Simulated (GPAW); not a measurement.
Wanted: an ASE script for a GPAW 26.7.0 run.

```
Task                : equation of state
Functional          : LDA
Potentials or basis : JTH PAW 2.0, LDA
Cutoff              : 800 eV
Basis               : pw
k mesh              : 8 × 8 × 8
Occupations         : fermi-dirac, width 0.05 eV
Spin                : no spin polarisation
Maxiter             : 150
Eos scales          : [0.94, 0.96, 0.98, 1.0, 1.02, 1.04, 1.06]
Data set            : As jth, B jth
```

Crystal: BAs.

```xyz
2
Lattice="0.0000 2.3885 2.3885 2.3885 0.0000 2.3885 2.3885 2.3885 0.0000" Properties=species:S:1:pos:R:3 pbc="T T T"
As    1.1943    1.1943    1.1943
B     0.0000    0.0000    0.0000
```

These files were run (other wordings do the same):

run.py

```python
from ase.eos import EquationOfState
from ase.io import Trajectory
from ase.spacegroup import crystal
from ase.units import GPa
from gpaw import GPAW, PW, setup_paths

setup_paths.insert(0, '.')

# As 4c
# B 4a
atoms = crystal(['As', 'B'],
                basis=[[0.25, 0.25, 0.25],
                       [0.0, 0.0, 0.0]],
                spacegroup=216, setting=1,  # F-43m
                cellpar=[4.777, 4.777, 4.777, 90.0, 90.0, 90.0],
                primitive_cell=True)

traj = Trajectory('eos.traj', 'w')
volumes, energies = [], []
for x in [0.94, 0.96, 0.98, 1.0, 1.02, 1.04, 1.06]:
    a = atoms.copy()
    a.set_cell(atoms.cell * x**(1 / 3), scale_atoms=True)
    calc = GPAW(mode=PW(800),
                xc='LDA',
                kpts={'size': (8, 8, 8), 'gamma': True},
                occupations={'name': 'fermi-dirac', 'width': 0.05},
                setups={'As': 'jth', 'B': 'jth'},
                nbands=-7,
                convergence={'density': 1e-05, 'energy': 1e-05},
                maxiter=150,
                txt=f'eos-{x:.2f}.txt')
    a.calc = calc
    energies.append(a.get_potential_energy(force_consistent=True))
    volumes.append(a.get_volume())
    p = -a.get_stress()[:3].mean() / GPa
    calc.write(f'eos-{x:.2f}.gpw')
    traj.write(a)
    print(f'{x:.2f} {volumes[-1]:10.4f} A^3 {energies[-1]:14.6f} eV {p:9.3f} GPa', flush=True)

v0, e0, B = EquationOfState(volumes, energies, eos='birchmurnaghan').fit()
print(f'V0 = {v0:.4f} A^3, E0 = {e0:.6f} eV, B0 = {B / GPa:.2f} GPa')
```

Potentials or basis: JTH PAW 2.0, LDA, pw.

The run is started by

```bash
$ OMP_NUM_THREADS=1 python run.py
```

Results of the run:

```
Equilibrium volume                      : 13.21 Å³/atom
Bulk modulus                            : 147 GPa
Pressure derivative of the bulk modulus : 4.1
```

Caveat: the program truncates these outside data sets.

Run time: 75 s on 1 thread of Arm Neoverse V2, on a shared host, peak memory 0.24 GiB.
